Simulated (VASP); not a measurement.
Write the native input for VASP 6.6.1 that does the following.

```yaml
Task: relaxation of cell and atoms
Functional: PBEsol
Potentials_or_basis: VASP PAW PBE potentials, release 64 (B, N)
Cutoff: 600 eV
k_mesh: 14 × 14 × 14
Occupations: gaussian, width 0.03 eV
Spin: no spin polarisation
Further_INCAR_settings: ALGO = Normal; EDIFF = 1e-06; IBRION = 2; EDIFFG = -0.01; NSW = 90; ISIF = 3
```

The structure of BN (Qingsongite) lies in POSCAR:

```
BN
1.0
    0.0000000000      1.8075000000      1.8075000000
    1.8075000000      0.0000000000      1.8075000000
    1.8075000000      1.8075000000      0.0000000000
B N
1 1
Direct
    0.0000000000      0.0000000000      0.0000000000
    0.2500000000      0.2500000000      0.2500000000
```

These files were run (other wordings do the same):

INCAR

```
SYSTEM = BN
ALGO     = Normal         ! electronic algorithm
EDIFF    = 1E-6           ! SCF threshold, eV
EDIFFG   = -0.01          ! ionic threshold
ENCUT    = 600            ! plane-wave cutoff, eV
GGA      = PS             ! functional
IBRION   = 2              ! ionic algorithm
ISIF     = 3              ! what is computed and relaxed
ISMEAR   = 0              ! smearing method
LASPH    = .True.         ! aspherical terms in the spheres
LCHARG   = .False.        ! write CHGCAR
LREAL    = .False.        ! projectors in reciprocal space
LWAVE    = .False.        ! write WAVECAR
NELM     = 80             ! most SCF steps
NSW      = 90             ! ionic steps
PREC     = Accurate       ! precision mode
SIGMA    = 0.03           ! smearing width, eV
```

KPOINTS

```
k-points
0
Gamma
  14 14 14
  0 0 0
```

Potentials or basis: VASP PAW PBE potentials, release 64 (B, N).

Run with:

```console
$ cat potpaw_PBE.64/B/POTCAR potpaw_PBE.64/N/POTCAR > POTCAR
$ mpirun -np 1 vasp_std > vasp.out
```

It gave:

```
Relaxed volume                         : 5.86 Å³/atom
Relaxed cell                           : a = 2.550 Å, b = 2.550 Å, c = 2.550 Å, α = 60.00°, β = 60.00°, γ = 60.00°
Space group after relaxing (to 0.05 Å) : F-43m (No. 216)
Energy gained by relaxing              : 0.3 meV/atom
Ionic steps                            : 3
Pressure after relaxing                : 0.0 GPa
Band gap on the k mesh                 : 4.28 eV, indirect (least direct gap 8.79 eV)
```

Caveat: the PAW data sets were made with another functional, which shifts forces and pressure a little.

It took 11 s on 1 thread of Intel(R) Xeon(R) Platinum 8488C (Sapphire Rapids) (shared host), peak memory 0.12 GiB.
